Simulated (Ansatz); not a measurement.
All numbers below come from Ansatz, DFT PBE, scalar-relativistic, plane waves, PAW. All cells share a 420 eV cutoff and Γ-centred k meshes spaced at most about 0.3 Å⁻¹ (2π included). No spin polarisation in the final relaxations.

Temperature and zero-point effects are left out.

Two forms of ZnO were relaxed alike.

A. Space group P4/mmm (No. 123), tetragonal, a = 4.711 Å, c = 3.459 Å. Around Zn lie 2 O at 1.73 Å; around O lie 2 Zn at 1.73 Å.

B. Space group P4/nmm (No. 129), tetragonal, a = 3.848 Å, c = 3.526 Å. Around Zn lie 4 O at 2.03 Å; O has 4 Zn at 2.03 Å.

Problem. Which would you expect to be lower, and how large is the difference?

Solution. B is lower, by 0.37 eV/atom. A has space group P4/mmm (No. 123), 38.4 Å³/atom and a gap of 1.85 eV on its mesh; B has space group P4/nmm (No. 129), 13.1 Å³/atom and a gap of 1.07 eV. Counting O atoms around Zn (those within 1.25 times the shortest such distance or 1.15 times the sum of covalent radii), A has Zn 2 and B has Zn 4. Both come from invented guesses. A third cell relaxed alike, in P6_3mc (a measured cell (COD)), lies 0.33 eV/atom below the lower of the two.

No dispersion correction is applied, so the spacing and binding between layers, chains or molecules are poorly described (P4/mmm, P4/nmm), and this can change margins and order among such cells. Kohn–Sham gaps at this level usually fall short of measured ones. A magnetic state wasn't ruled out in cells without spin, among them P4/nmm. Cells relaxed within their symmetry can be saddle points.

The four-coordinate form B is favoured over the open, two-coordinate form A by 0.37 eV/atom. The Zn–O bonds in A are much shorter, 1.73 Å against 2.03 Å, as expected when each ion shares its bonding among fewer neighbours, but this strengthening doesn't make up for the lost contacts. In a strongly polar oxide, the denser packing of B probably also brings a larger electrostatic gain.

Coordination number isn't the whole story, however. Wurtzite ZnO also has four neighbours around each ion, yet lies a further 0.33 eV/atom lower. Its nearly regular tetrahedra suit both directional Zn–O bonding and the separation of like charges, so the penalty in B probably reflects a less favourable arrangement of its four bonds.

The gap doesn't follow stability: B is lower in energy but has the smaller gap, plausibly because its more connected network broadens the O 2p and Zn 4s bands. The comparison agrees with wurtzite as the familiar ambient form, but doesn't rank it against zinc blende or rocksalt.
